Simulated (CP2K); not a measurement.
Runs of CP2K 2026.2 on Pd. Symmetry: Fm-3m, No. 225, cubic system. Conventional cell: a = 3.893 Å, b = 3.893 Å, c = 3.893 Å, α = 90.00°, β = 90.00°, γ = 90.00°. Pd (site symmetry m-3m) is surrounded by 12 Pd at 2.75 Å. 

```csv
level,cutoff of the non-local correlation (Ry),cutoff radius of the dispersion sum (A),gap on the mesh (eV),pressure (GPa)
PBE,-,-,none,(b)
PBE+rVV10,300,-,none,(a)
PBE+D3(BJ)+ATM,-,20,none,2.7
PBE+D4,-,20,none,3.9
PBE+D3,-,20,none,1.1
```

Alike in all rows: task single point; potentials or basis POTENTIAL_UZH Pd GTH-PBE-q18; TZVP-MOLOPT-PBE-GTH basis; no spin polarisation; cell as given; k mesh 12 × 12 × 12; smearing fermi-dirac 0.05 eV.

Q: Fill in the values left out.

A: (a) 5.9; (b) 9.0.

Caveats: the basis of atomic orbitals isn't converged, which shifts pressures, moduli and gaps; pairwise dispersion overbinds metals, which lowers pressure and volume (some runs).

A k mesh can miss the band edges, and the runs leave out spin-orbit coupling on Pd.

A gap of «none» marks a metal or a gap under the smearing width.
